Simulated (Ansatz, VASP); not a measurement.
MgI2: VASP beside Ansatz

```
Mg I
1.0
     4.13467    0.00000    0.00000
    -2.06734    3.58073    0.00000
     0.00000    0.00000    6.91897
Mg I
1 2
Cartesian
  0.0000 0.0000 0.0000
  0.0000 2.3872 5.2544
  2.0673 1.1936 1.6646
```

Change from the starting cell: uniaxial strain along c, a, b and atoms relaxed: -1.5 %.

Alike in both runs: functional PBEsol; k mesh 6 × 6 × 4; occupations gaussian, width 0.02 eV; no spin polarisation.

Ansatz relaxed the structure, and its values are those at the end. VASP's run is a single point on that final structure, the one shown.

|  | VASP | Ansatz |
| --- | --- | --- |
| version | VASP 6.6.1 | Ansatz 0.2.0 |
| potentials or method | VASP PAW PBE potentials, release 64 (Mg, I) | scalar-relativistic, plane waves, PAW |
| plane-wave cutoff (eV) | 520 | 420 |
| valence electrons in the cell | 16 | 44 |

VASP gave:

| Quantity | Value |
| --- | --- |
| gap on the k mesh at the Fermi level (eV) | 3.52 |
| least direct gap on the mesh (eV) | 3.67 |
| pressure (GPa) | 0.0 |

Estimate Ansatz's values.

gap on the k mesh at the Fermi level (eV): 3.53; least direct gap on the mesh (eV): 3.68; pressure (GPa): 0.0.

With one functional, cell and mesh, what is left measures potentials, basis and numerics. The two sets of potentials don't hold the same shells in valence. Ansatz warned: «symmetry_narrowed_by_cell_relaxation».

Caveats: the PAW data sets were made with another functional, which shifts forces and pressure a little (VASP); spin-orbit coupling is left out, which moves the levels of the heavy elements; this functional lacks dispersion, which binds the layers, so the pressure and a relaxed spacing across them are unreliable. A k mesh can miss the band edges.
